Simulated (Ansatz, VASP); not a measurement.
## Two plane-wave programs on Al2Ru

The input POSCAR:

```
Al2Ru
1.0
   -1.5604216200      1.5604216200      4.2218055900
    1.5604216200     -1.5604216200      4.2218055900
    1.5604216200      1.5604216200     -4.2218055900
Al Ru
2 1
Direct
    0.6592021900      0.6592021900      0.0000000000
    0.3407978100      0.3407978100      0.0000000000
    0.0000000000      0.0000000000      0.0000000000
```

File INCAR.step1:

```
  PREC = Accurate
  ENCUT = 520
  ISMEAR = 0
  SIGMA = 0.1
  LREAL = F
  LASPH = T
  NELM = 100
  NBANDS = 17
  GGA = PE
  ALGO = Normal
  EDIFF = 1E-4
  LWAVE = T
  LCHARG = F
```

File INCAR.step2:

```
  PREC = Accurate
  ENCUT = 520
  EDIFF = 1E-6
  ISMEAR = 0
  SIGMA = 0.1
  LREAL = F
  LASPH = T
  NELM = 100
  ALGO = Normal
  ISIF = 2
  LWAVE = F
  LCHARG = F
  METAGGA = R2SCAN
  LMIXTAU = T
  NBANDS = 17
  ISTART = 1
```

KPOINTS

```
Automatic mesh
0
Gamma
  10 10 10
```

Input for Ansatz:

```yaml
crystal:
  lattice:
    - [-1.56042162, 1.56042162, 4.22180559]
    - [1.56042162, -1.56042162, 4.22180559]
    - [1.56042162, 1.56042162, -4.22180559]
  atoms:
    - { symbol: Al, position: [0.65920219, 0.65920219, 0.0] }
    - { symbol: Al, position: [0.34079781, 0.34079781, 0.0] }
    - { symbol: Ru, position: [0.0, 0.0, 0.0] }
basis:
  ecutwfc: 500
kpoints:
  mp_grid: { grid: [10, 10, 10] }
hamiltonian:
  xc: r2scan
scf:
  occupations: { method: gaussian, width: 0.1 }
output:
  forces: true
  stress: true
  eigenvalues: true
```

Alike in both runs: task single point; functional r2SCAN; k mesh 10 × 10 × 10; occupations gaussian, width 0.1 eV; no spin polarisation.

```csv
,VASP,Ansatz
version,VASP 6.6.1,Ansatz 0.2.0
potentials or method,"VASP PAW PBE potentials, release 64 (Al, Ru_pv)","scalar-relativistic, plane waves, PAW"
plane-wave cutoff (eV),520,500
valence electrons in the cell,20,22
```

```tsv
	VASP	Ansatz	Ansatz less VASP
gap on the k mesh at the Fermi level (eV)	0.08	0.08	-0.003
least direct gap on the mesh (eV)	0.68	0.68	-0.006
pressure (GPa)	0.0	0.1	+0.10
largest component of the traceless stress (GPa)	0.15	0.09	-0.063
rms of the force components (eV/Å)	0.002	0.008	+0.0064
```

Atom by atom the forces differ by 0.006 eV/Å (rms over components). The two sets of potentials don't hold the same shells in valence.

Caveats: the PAW data sets were made with another functional, which shifts forces and pressure a little (VASP).
